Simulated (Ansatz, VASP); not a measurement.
## CaO (Lime): VASP beside Ansatz

One calculation is typed for both programs; each brings its own data sets. How far apart do they land? The cell is taken from a series of runs on this material, whose earlier steps may have relaxed, scaled, displaced or heated it; both programs get it as it stands.

Calculated with Ansatz 0.2.0; plane waves, with VASP 6.6.1 beside it; zone-centre phonons at LDA.

### 1. The starting structure

It takes space group I4/mmm (No. 139, tetragonal). Conventional cell: a = 3.395 Å, b = 3.395 Å, c = 4.664 Å, α = 90.00°, β = 90.00°, γ = 90.00°. Nearest to O lie 6 Ca at 2.33 to 2.40 Å. Nearest to Ca lie 6 O at 2.33 to 2.40 Å. Farther neighbours and most contacts between anions are not listed.

As a file:

```cif
data_structure
_symmetry_space_group_name_H-M 'I4/mmm'
_symmetry_Int_Tables_number 139
_cell_length_a 3.3952
_cell_length_b 3.3952
_cell_length_c 4.6637
_cell_angle_alpha 90.000
_cell_angle_beta 90.000
_cell_angle_gamma 90.000
_cell_volume 53.76
loop_
_atom_site_label
_atom_site_type_symbol
_atom_site_symmetry_multiplicity
_atom_site_Wyckoff_symbol
_atom_site_fract_x
_atom_site_fract_y
_atom_site_fract_z
_atom_site_occupancy
O1 O 2 b 0.00000 0.00000 0.50000 1
Ca1 Ca 2 a 0.00000 0.00000 0.00000 1
```

### 2. VASP: zone-centre phonons, LDA

Second derivatives magnify differences that forces hide, and they need a tight electronic threshold.

Lines of VASP's logs that name or quote its potential files are left out, and so is its time.

The input, INCAR:

```
SYSTEM = CaO
PREC = Accurate
ENCUT = 600
EDIFF = 1E-08
NELM = 120
ISMEAR = 0
SIGMA = 0.01
LREAL = .FALSE.
ALGO = Normal
GGA = CA
NBANDS = 14
LORBIT = 11
LWAVE = .FALSE.
LCHARG = .FALSE.
ISIF = 2
IBRION = 8
LEPSILON = .TRUE.
LASPH = .TRUE.
GGA_COMPAT = .FALSE.
EFERMI = MIDGAP
KPAR = 2
```

The input, POSCAR:

```
CaO
1.0
    0.0000000000      2.4007541631      2.3318531394
    2.4007541631      0.0000000000      2.3318531394
    2.4007541631      2.4007541631      0.0000000000
O Ca
1 1
Direct
    0.5000000000      0.5000000000      0.5000000000
    0.0000000000      0.0000000000      0.0000000000
```

The input, KPOINTS:

```
Automatic mesh
0
Gamma
8 8 8
0 0 0
```

The projector-augmented-wave data sets are O and Ca_sv (LDA family, release 64).

The run is started by

```sh
mpirun -np 2 vasp_std
```

Numbers of over 12 decimals in the logs are rounded to 6 here.

Log:

```text
[banner, memory and clock lines left out]
running    2 mpi-ranks, on    1 nodes
 distrk:  each k-point on    1 cores,    2 groups
 distr:  one band on    1 cores,    1 groups

 POSCAR found type information on POSCAR O Ca
 POSCAR found :  2 types and       2 ions
 LDA part: xc-table for (Slater(with rela. corr.)+CA(PZ))
 , standard interpolation
 POSCAR, INCAR and KPOINTS ok, starting setup
 FFT: planning ... GRIDC
 FFT: planning ... GRID_SOFT
 FFT: planning ... GRID
 WAVECAR not read
 entering main loop
       N       E                     dE             d eps       ncg     rms          rms(c)
DAV:   1     0.134154075566E+03    0.13415E+03   -0.92243E+03  1652   0.130E+03
DAV:   2    -0.977080502247E+01   -0.14392E+03   -0.13432E+03  2018   0.321E+02
DAV:   3    -0.157270470177E+02   -0.59562E+01   -0.59087E+01  1856   0.684E+01
DAV:   4    -0.159222749913E+02   -0.19523E+00   -0.19506E+00  2452   0.102E+01
DAV:   5    -0.159237377100E+02   -0.14627E-02   -0.14625E-02  1882   0.104E+00    0.845E+00
DAV:   6    -0.143454496388E+02    0.15783E+01   -0.55418E+00  1782   0.233E+01    0.370E+00
DAV:   7    -0.142444964074E+02    0.10095E+00   -0.52998E-01  2080   0.756E+00    0.178E+00
DAV:   8    -0.142109039549E+02    0.33592E-01   -0.78513E-02  1996   0.291E+00    0.289E-01
DAV:   9    -0.142103826603E+02    0.52129E-03   -0.62529E-03  2154   0.557E-01    0.106E-01
DAV:  10    -0.142105397699E+02   -0.15711E-03   -0.33039E-04  1926   0.223E-01    0.441E-02
DAV:  11    -0.142105107811E+02    0.28989E-04   -0.51262E-05  2290   0.842E-02    0.593E-03
DAV:  12    -0.142105105277E+02    0.25336E-06   -0.41761E-06  1820   0.215E-02    0.334E-03
DAV:  13    -0.142105104413E+02    0.86416E-07   -0.15195E-07  2306   0.356E-03    0.281E-04
DAV:  14    -0.142105104403E+02    0.98316E-09   -0.86451E-09  1346   0.970E-04
   1 F= -.14210510E+02 E0= -.14210510E+02  d E =0.000000E+00
 Linear response reoptimize wavefunctions to high precision
DAV:   1    -0.142105104410E+02   -0.67030E-09   -0.28692E-09  1986   0.376E-04
DAV:   2    -0.142105104410E+02   -0.34788E-10   -0.14187E-10   880   0.102E-04
 Linear response G [H, r] |phi>, progress :
  Direction:   1
       N       E                     dE             d eps       ncg     rms
RMM:   1    -0.549107642621E+02   -0.54911E+02    0.56523E+02  2931   0.156E+02
RMM:   2    -0.560235622885E+02   -0.11128E+01   -0.96634E+00  2746   0.279E+01
RMM:   3    -0.568113885317E+02   -0.78783E+00   -0.50030E+00  3365   0.856E+00
RMM:   4    -0.569703098003E+02   -0.15892E+00   -0.98323E-01  3769   0.317E+00
RMM:   5    -0.570115838736E+02   -0.41274E-01   -0.20430E-01  3805   0.131E+00
RMM:   6    -0.570181706086E+02   -0.65867E-02   -0.40632E-02  3830   0.574E-01
RMM:   7    -0.570197324557E+02   -0.15618E-02   -0.92059E-03  3814   0.253E-01
RMM:   8    -0.570200022761E+02   -0.26982E-03   -0.15722E-03  3651   0.111E-01
RMM:   9    -0.570200692591E+02   -0.66983E-04   -0.14593E-03  3683   0.514E-02
RMM:  10    -0.570200821683E+02   -0.12909E-04   -0.13882E-03  3662   0.259E-02
RMM:  11    -0.570200844571E+02   -0.22889E-05   -0.73987E-04  3578   0.124E-02
RMM:  12    -0.570200854094E+02   -0.95232E-06   -0.61094E-04  3426   0.637E-03
RMM:  13    -0.570200854521E+02   -0.42682E-07   -0.25161E-04  3339   0.339E-03
RMM:  14    -0.570200854679E+02   -0.15749E-07   -0.16643E-04  3181   0.176E-03
[...]
RMM:  20    -0.570200854508E+02    0.29194E-08    0.23636E-05  1881   0.109E-04
RMM:  21    -0.570200854259E+02    0.24828E-07   -0.61533E-06  1739   0.885E-05
RMM:  22    -0.570200854328E+02   -0.68529E-08   -0.17014E-05  1654   0.770E-05
RMM:  23    -0.570200854319E+02    0.91929E-09   -0.12548E-05  1598   0.702E-05
RMM:  24    -0.570200853670E+02    0.64871E-07   -0.11425E-05  1570   0.660E-05
RMM:  25    -0.570200852656E+02    0.10141E-06   -0.10481E-05  1520   0.634E-05
RMM:  26    -0.570200853110E+02   -0.45421E-07   -0.10168E-05  1458   0.618E-05
RMM:  27    -0.570200853145E+02   -0.35093E-08   -0.10376E-05  1408   0.611E-05
 Linear response G [H, r] |phi>, progress :
  Direction:   2
       N       E                     dE             d eps       ncg     rms
RMM:   1    -0.520121303579E+02   -0.52012E+02    0.58642E+02  2869   0.155E+02
RMM:   2    -0.521619016269E+02   -0.14977E+00   -0.94001E+00  2756   0.270E+01
RMM:   3    -0.528748257097E+02   -0.71292E+00   -0.46086E+00  3413   0.804E+00
RMM:   4    -0.530231988536E+02   -0.14837E+00   -0.79160E-01  3794   0.281E+00
RMM:   5    -0.530522664335E+02   -0.29068E-01   -0.15050E-01  3853   0.115E+00
[...]
RMM:  12    -0.225363923321E+00    0.34044E-05   -0.32434E-06  5986   0.197E-03    0.132E-04
RMM:  13    -0.225363532722E+00    0.39060E-06   -0.14696E-06  6190   0.923E-04    0.191E-04
RMM:  14    -0.225363318472E+00    0.21425E-06   -0.11410E-06  5918   0.453E-04    0.101E-04
RMM:  15    -0.225362462232E+00    0.85624E-06   -0.42676E-07  5938   0.284E-04    0.785E-05
RMM:  16    -0.225362659355E+00   -0.19712E-06   -0.29191E-07  4837   0.122E-04    0.188E-05
RMM:  17    -0.225362698112E+00   -0.38758E-07   -0.81775E-08  3869   0.682E-05    0.986E-06
 change of polarisation eV/A/(eV/A) component  2 :     0.024     0.424     0.001
 dielectric tensor                  component  2 :     0.158     3.853     0.010
 Linear response to external field, progress :
  Direction:   3
[...]
RMM:   9    -0.356998138243E+00   -0.21546E-05    0.72963E-06  6040   0.135E-03    0.816E-05
RMM:  10    -0.356997235558E+00    0.90269E-06    0.23669E-06  6110   0.600E-04    0.340E-05
RMM:  11    -0.356997057154E+00    0.17840E-06    0.11322E-06  6253   0.277E-04    0.172E-05
RMM:  12    -0.356997189046E+00   -0.13189E-06    0.24413E-07  6162   0.139E-04    0.182E-06
RMM:  13    -0.356997172479E+00    0.16567E-07    0.37145E-07  6402   0.667E-05    0.481E-06
RMM:  14    -0.356997212483E+00   -0.40004E-07    0.82336E-08  6240   0.346E-05    0.599E-07
RMM:  15    -0.356997210102E+00    0.23811E-08    0.87729E-08  5963   0.174E-05    0.102E-06
 first order change of Fermi-energy  -0.44794E-03
 force on displaced ion       1 direction 1 :  -2.559   0.000   0.000
 Born effective charge ion    1 direction 1 :  -2.337   0.000   0.000
 Linear response progress:
  Degree of freedom:   2/  4
       N       E                     dE             d eps       ncg     rms          rms(c)
RMM:   1    -0.364559801178E+00   -0.36456E+00    0.20878E-01  3285   0.344E+00
RMM:   2    -0.354733836650E+00    0.98260E-02   -0.75728E-03  2830   0.662E-01    0.115E-01
RMM:   3    -0.356058843041E+00   -0.13250E-02   -0.19318E-03  2963   0.208E-01    0.625E-02
RMM:   4    -0.357850490618E+00   -0.17916E-02   -0.81009E-04  2896   0.144E-01    0.161E-02
RMM:   5    -0.357916691713E+00   -0.66201E-04   -0.17243E-04  3444   0.486E-02    0.330E-03
RMM:   6    -0.357921425468E+00   -0.47338E-05   -0.32456E-05  3539   0.175E-02    0.172E-03
RMM:   7    -0.357906959757E+00    0.14466E-04   -0.54483E-06  3379   0.776E-03    0.634E-04
RMM:   8    -0.357910251043E+00   -0.32913E-05    0.17762E-06  3622   0.328E-03    0.306E-04
RMM:   9    -0.357913398664E+00   -0.31476E-05   -0.29185E-07  3570   0.148E-03    0.870E-05
RMM:  10    -0.357911716120E+00    0.16825E-05   -0.29366E-07  3538   0.652E-04    0.250E-05
RMM:  11    -0.357911725527E+00   -0.94072E-08   -0.17795E-06  3789   0.306E-04    0.142E-05
RMM:  12    -0.357911879806E+00   -0.15428E-06   -0.25786E-07  3669   0.148E-04    0.479E-06
RMM:  13    -0.357911866076E+00    0.13730E-07   -0.45128E-07  3764   0.721E-05    0.309E-06
RMM:  14    -0.357911910159E+00   -0.44084E-07   -0.12856E-07  3648   0.376E-05    0.113E-06
RMM:  15    -0.357911909988E+00    0.17145E-09   -0.13339E-07  3588   0.188E-05    0.761E-07
RMM:  16    -0.357911903141E+00    0.68466E-08   -0.57465E-08  3224   0.996E-06    0.488E-07
 first order change of Fermi-energy   0.85679E-03
 force on displaced ion       1 direction 3 :   0.000   0.000  -4.595
 Born effective charge ion    1 direction 3 :   0.000   0.000  -2.426
 Linear response progress:
  Degree of freedom:   3/  4
       N       E                     dE             d eps       ncg     rms          rms(c)
RMM:   1    -0.437525135079E+00   -0.43753E+00    0.59641E-01  2996   0.108E+01
RMM:   2    -0.386733918842E+00    0.50791E-01   -0.59206E-02  4148   0.241E+00    0.198E-01
RMM:   3    -0.387515244039E+00   -0.78133E-03   -0.17751E-02  5502   0.719E-01    0.138E-01
RMM:   4    -0.387877641789E+00   -0.36240E-03   -0.34274E-03  6006   0.295E-01    0.717E-02
RMM:   5    -0.387746880722E+00    0.13076E-03   -0.44811E-04  5723   0.129E-01    0.107E-02
RMM:   6    -0.387827736714E+00   -0.80856E-04   -0.17677E-04  6100   0.618E-02    0.118E-02
RMM:   7    -0.387813242726E+00    0.14494E-04   -0.46409E-05  6194   0.306E-02    0.712E-03
RMM:   8    -0.387778067727E+00    0.35175E-04   -0.19590E-05  6161   0.156E-02    0.274E-03
RMM:   9    -0.387768167981E+00    0.98997E-05    0.16953E-07  6279   0.889E-03    0.115E-03
RMM:  10    -0.387767339142E+00    0.82884E-06   -0.51979E-06  6449   0.548E-03    0.727E-04
RMM:  11    -0.387765620993E+00    0.17181E-05    0.95815E-06  6354   0.379E-03    0.263E-04
RMM:  12    -0.387765088075E+00    0.53292E-06    0.10174E-05  6433   0.286E-03    0.273E-05
RMM:  13    -0.387766155877E+00   -0.10678E-05    0.12896E-05  6539   0.223E-03    0.468E-05
RMM:  14    -0.387765838233E+00    0.31764E-06    0.12092E-05  6614   0.184E-03    0.395E-05
RMM:  15    -0.387765760415E+00    0.77818E-07    0.12342E-05  6701   0.155E-03    0.715E-05
RMM:  16    -0.387765943383E+00   -0.18297E-06    0.11510E-05  6129   0.134E-03    0.760E-05
RMM:  17    -0.387766098089E+00   -0.15471E-06    0.11534E-05  6132   0.116E-03    0.828E-05
RMM:  18    -0.387766288191E+00   -0.19010E-06    0.10800E-05  6028   0.102E-03    0.821E-05
 first order change of Fermi-energy  -0.74553E-05
 force on displaced ion       2 direction 1 :  -2.601   0.000   0.000
 Born effective charge ion    2 direction 1 :   2.335   0.000   0.000
 Linear response progress:
  Degree of freedom:   4/  4
       N       E                     dE             d eps       ncg     rms          rms(c)
RMM:   1    -0.436326415275E+00   -0.43633E+00    0.71044E-01  1870   0.110E+01
RMM:   2    -0.381886124967E+00    0.54440E-01   -0.61155E-02  2572   0.242E+00    0.204E-01
RMM:   3    -0.382659827001E+00   -0.77370E-03   -0.18290E-02  3308   0.728E-01    0.138E-01
RMM:   4    -0.382999512544E+00   -0.33969E-03   -0.36211E-03  3598   0.302E-01    0.739E-02
RMM:   5    -0.382811394230E+00    0.18812E-03   -0.46588E-04  3421   0.133E-01    0.105E-02
RMM:   6    -0.382903593727E+00   -0.92199E-04   -0.19214E-04  3658   0.627E-02    0.122E-02
RMM:   7    -0.382877711697E+00    0.25882E-04   -0.42334E-05  3662   0.303E-02    0.531E-03
RMM:   8    -0.382855439977E+00    0.22272E-04   -0.20438E-05  3812   0.148E-02    0.318E-03
RMM:   9    -0.382843386861E+00    0.12053E-04   -0.60692E-06  3667   0.870E-03    0.121E-03
RMM:  10    -0.382840253703E+00    0.31332E-05   -0.49943E-06  3807   0.552E-03    0.607E-04
RMM:  11    -0.382839984755E+00    0.26895E-06   -0.14924E-06  3930   0.370E-03    0.402E-04
RMM:  12    -0.382839913342E+00    0.71413E-07    0.12912E-06  3586   0.289E-03    0.105E-04
RMM:  13    -0.382838775057E+00    0.11383E-05    0.44662E-06  3771   0.235E-03    0.125E-04
RMM:  14    -0.382839078223E+00   -0.30317E-06    0.50770E-06  3976   0.192E-03    0.127E-04
RMM:  15    -0.382839053514E+00    0.24709E-07    0.61765E-06  3714   0.166E-03    0.141E-04
RMM:  16    -0.382839344133E+00   -0.29062E-06    0.65332E-06  3714   0.144E-03    0.144E-04
 first order change of Fermi-energy  -0.32389E-03
 force on displaced ion       2 direction 3 :   0.000   0.000  -4.627
 Born effective charge ion    2 direction 3 :   0.000   0.000   2.422
 Born effective charges drift removed
 Linear response finished
```

From OUTCAR (step 2):

```text
ion  position               nearest neighbor table
   1  0.500  0.500  0.500-   2 2.33   2 2.33   2 2.40   2 2.40   2 2.40   2 2.40
   2  0.000  0.000  0.000-   1 2.33   1 2.33   1 2.40   1 2.40   1 2.40   1 2.40

  LATTYP: Found a body centered tetragonal cell.
 ALAT       =     3.3951790974
 C/A-ratio  =     1.3736259988

 Subroutine GETGRP returns: Found 16 space group operations
 (whereof 16 operations were pure point group operations)

The static configuration has the point symmetry D_4h.

 Found     59 irreducible k-points:

   k-points           NKPTS =     59   k-points in BZ     NKDIM =     59   number of bands    NBANDS=     14

   dimension x,y,z NGX =    28 NGY =   28 NGZ =   28
   dimension x,y,z NGXF=    56 NGYF=   56 NGZF=   56

   ENCUT  =  600.0 eV  44.10 Ry    6.64 a.u.   6.68  6.68  6.78*2*pi/ulx,y,z

   NELECT =      16.0000    total number of electrons

 k-points in reciprocal lattice and weights: Automatic mesh
   0.00000000  0.00000000  0.00000000       0.002
   0.12500000 -0.00000000  0.00000000       0.016
   0.25000000 -0.00000000  0.00000000       0.016
   0.37500000 -0.00000000  0.00000000       0.016
   0.50000000 -0.00000000  0.00000000       0.008
   0.12500000  0.12500000  0.00000000       0.004
   0.25000000  0.12500000  0.00000000       0.016
   0.37500000  0.12500000  0.00000000       0.016
   0.50000000  0.12500000  0.00000000       0.016
[...]
-0.37500000  0.12500000  0.50000000       0.008
  -0.25000000  0.25000000  0.50000000       0.004

 average (electrostatic) potential at core
       1 -71.2481       2 -43.4838

  Total       -0.7450585     -0.7450585      0.1587026      0.0000000      0.0000000      0.0000000
  in kB      -44.4093468    -44.4093468      9.4594955      0.0000000      0.0000000      0.0000000
  external PRESSURE =     -26.4530660 kB  Pullay stress =       0.0000000 kB

  energy-cutoff  :      600.00
  volume of cell :       26.88
      direct lattice vectors                 reciprocal lattice vectors
     0.000000000  2.400754163  2.331853139    -0.208267888  0.208267888  0.214421737
     2.400754163  0.000000000  2.331853139     0.208267888 -0.208267888  0.214421737
     2.400754163  2.400754163  0.000000000     0.208267888  0.208267888 -0.214421737

 POSITION                                       TOTAL-FORCE (eV/Angst)
 -----------------------------------------------------------------------------------
      2.40075      2.40075      2.33185        -0.000000     -0.000000      0.000000
      0.00000      0.00000      0.00000         0.000000      0.000000     -0.000000
 -----------------------------------------------------------------------------------
    total drift:                                0.000000      0.000000      0.000000

 MACROSCOPIC STATIC DIELECTRIC TENSOR (including local field effects in DFT)
 ------------------------------------------------------
           3.852543     0.000000     0.000000
           0.000000     3.852543     0.000000
           0.000000    -0.000000     3.889698
 ------------------------------------------------------

 PIEZOELECTRIC TENSOR (including local field effects)  for field in x, y, z        (C/m^2)
          XX          YY          ZZ          XY          YZ          ZX
  --------------------------------------------------------------------------------
  x     0.00000     0.00000     0.00000     0.00000     0.00000     0.00000
  y     0.00000     0.00000     0.00000     0.00000     0.00000     0.00000
  z     0.00000     0.00000     0.00000     0.00000     0.00000     0.00000

 BORN EFFECTIVE CHARGES (including local field effects) (in |e|, cummulative output)
 ---------------------------------------------------------------------------------
 ion    1
    1    -2.33715     0.00000     0.00000
    2     0.00000    -2.33715     0.00000
    3     0.00000     0.00000    -2.42566
 ion    2
    1     2.33715     0.00000     0.00000
    2     0.00000     2.33715     0.00000
    3     0.00000     0.00000     2.42566

 Eigenvectors and eigenvalues of the dynamical matrix
 ----------------------------------------------------

   1 f  =    9.920179 THz    62.330324 2PiTHz  330.901556 cm-1    41.026546 meV
             X         Y         Z           dx          dy          dz
      2.400754  2.400754  2.331853     0.000000    0.000000    0.844561
      0.000000  0.000000  0.000000     0.000000    0.000000   -0.535459

   2 f  =    7.412211 THz    46.572296 2PiTHz  247.244752 cm-1    30.654429 meV
             X         Y         Z           dx          dy          dz
      2.400754  2.400754  2.331853     0.713054    0.450443    0.000000
      0.000000  0.000000  0.000000    -0.454226   -0.286939    0.000000

   3 f  =    7.412211 THz    46.572296 2PiTHz  247.244752 cm-1    30.654429 meV
             X         Y         Z           dx          dy          dz
      2.400754  2.400754  2.331853     0.450443   -0.713054    0.000000
      0.000000  0.000000  0.000000    -0.286939    0.454226    0.000000

   4 f/i=    0.015362 THz     0.096525 2PiTHz    0.512434 cm-1     0.063534 meV
             X         Y         Z           dx          dy          dz
      2.400754  2.400754  2.331853     0.000000    0.000000   -0.535459
      0.000000  0.000000  0.000000     0.000000    0.000000   -0.844561

   5 f/i=    0.027351 THz     0.171849 2PiTHz    0.912319 cm-1     0.113113 meV
             X         Y         Z           dx          dy          dz
      2.400754  2.400754  2.331853    -0.059599    0.533950    0.000000
      0.000000  0.000000  0.000000    -0.093560    0.838207    0.000000

   6 f/i=    0.027351 THz     0.171849 2PiTHz    0.912319 cm-1     0.113113 meV
             X         Y         Z           dx          dy          dz
      2.400754  2.400754  2.331853     0.533950    0.059599    0.000000
      0.000000  0.000000  0.000000     0.838207    0.093560    0.000000

 MACROSCOPIC STATIC DIELECTRIC TENSOR IONIC CONTRIBUTION
 ------------------------------------------------------
          14.254596     0.000000     0.000000
           0.000000    14.254596     0.000000
           0.000000     0.000000     8.589905
 ------------------------------------------------------

 ELASTIC MODULI CONTR FROM IONIC RELAXATION (kBar)
 Direction    XX          YY          ZZ          XY          YZ          ZX
 --------------------------------------------------------------------------------
 XX           0.0000      0.0000      0.0000      0.0000      0.0000      0.0000
 YY           0.0000      0.0000      0.0000      0.0000      0.0000      0.0000
 ZZ           0.0000      0.0000      0.0000      0.0000      0.0000      0.0000
 XY           0.0000      0.0000      0.0000      0.0000      0.0000      0.0000
 YZ           0.0000      0.0000      0.0000      0.0000      0.0000      0.0000
 ZX           0.0000      0.0000      0.0000      0.0000      0.0000      0.0000
 --------------------------------------------------------------------------------

 PIEZOELECTRIC TENSOR IONIC CONTR  for field in x, y, z        (C/m^2)
          XX          YY          ZZ          XY          YZ          ZX
  --------------------------------------------------------------------------------
  x     0.00000     0.00000     0.00000     0.00000     0.00000     0.00000
  y     0.00000     0.00000     0.00000     0.00000     0.00000     0.00000
  z     0.00000     0.00000     0.00000     0.00000     0.00000     0.00000
```

[end of part 1 of 2]

[Lines on the potential files, build, host, timing and source positions are cut from VASP's logs without a mark.]

[Logs are printed without paths, hosts, clocks, repeated set-up lines and the standing remarks that a program may print on its own settings, such as how far it seeks lower states.]

[Hosts, paths, dates, database ids (printed as entryN), source tags and the programs' standing remarks are cut or masked in the printed files.]
